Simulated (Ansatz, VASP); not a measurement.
Sb: VASP beside Ansatz

```
Sb
1.0
    -1.89592    1.89592    1.89592
     1.89592   -1.89592    1.89592
     1.89592    1.89592   -1.89592
Sb
1
Direct
  0.00000 0.00000 0.00000
```

Alike in both runs: task single point; functional PBE; k mesh 17 × 17 × 17; occupations fermi-dirac, width 0.05 eV; no spin polarisation.

```csv
,VASP,Ansatz
version,VASP 6.6.1,Ansatz 0.2.0
potentials or method,"VASP PAW PBE potentials, release 64 (Sb), cutoff 520 eV","all-electron LAPW, scalar-relativistic"
```

|  | VASP | Ansatz | Ansatz less VASP |
| --- | --- | --- | --- |
| pressure (GPa) | -0.1 | 0.0 | +0.14 |

Ansatz ran all-electron here, so the differences hold the error of VASP's frozen core and of both bases.

The runs have no spin-orbit coupling, so splittings on Sb are missing.
